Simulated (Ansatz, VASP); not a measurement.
# Sn: VASP beside Ansatz

```
Sn
1.0
     0.00000    3.23334    3.23334
     3.23334    0.00000    3.23334
     3.23334    3.23334    0.00000
Sn
2
Direct
  0.00000 0.00000 0.00000
  0.25000 0.25000 0.25000
```

This isn't the form of Sn at room conditions, which is tetragonal (white tin).

Alike in both runs: task single point; functional r2SCAN; k mesh 6 × 6 × 6; occupations gaussian, width 0.1 eV; no spin polarisation.

```csv
,VASP,Ansatz
version,VASP 6.6.1,Ansatz 0.2.0
potentials or method,"VASP PAW PBE potentials, release 64 (Sn_d)","scalar-relativistic, plane waves, PAW"
plane-wave cutoff (eV),520,500
valence electrons in the cell,28,28
```

VASP gave:

| Property | Result |
| --- | --- |
| gap on the k mesh at the Fermi level (eV) | none |
| pressure (GPa) | 2.2 |

Question: Estimate Ansatz's values.

Answer: gap on the k mesh at the Fermi level (eV): none; pressure (GPa): 2.3.

A gap of «none» marks a metal or a gap that the smearing closes.

Caveats: the PAW data sets were made with another functional, which shifts forces and pressure a little (VASP).
